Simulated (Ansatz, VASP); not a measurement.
**Sn: VASP beside Ansatz**

```
CELL_PARAMETERS angstrom
-1.93181 1.93181 1.93181
1.93181 -1.93181 1.93181
1.93181 1.93181 -1.93181
ATOMIC_POSITIONS crystal
Sn 0.00000 0.00000 0.00000
```

This isn't the form of Sn at room conditions, which is tetragonal (white tin).

Alike in both runs: task single point; functional PBEsol; k mesh 10 × 10 × 10; occupations fermi-dirac, width 0.05 eV; no spin polarisation.

|  | VASP | Ansatz |
| --- | --- | --- |
| version | VASP 6.6.1 | Ansatz 0.2.0 |
| potentials or method | VASP PAW PBE potentials, release 64 (Sn_d) | Ansatz PAW |
| plane-wave cutoff (eV) | 520 | 420 |
| valence electrons in the cell | 14 | 14 |

|  | VASP | Ansatz | Ansatz less VASP |
| --- | --- | --- | --- |
| gap on the k mesh at the Fermi level (eV) | none | none | - |
| pressure (GPa) | -4.3 | -4.3 | +0.05 |

A gap of «none» marks a metal or a gap that the smearing closes.

Caveats: the PAW data sets were made with another functional, which shifts forces and pressure a little (VASP); the PAW data sets come from PBE, with cores solved anew for the run's functional, which leaves a small shift of forces and pressure (Ansatz).
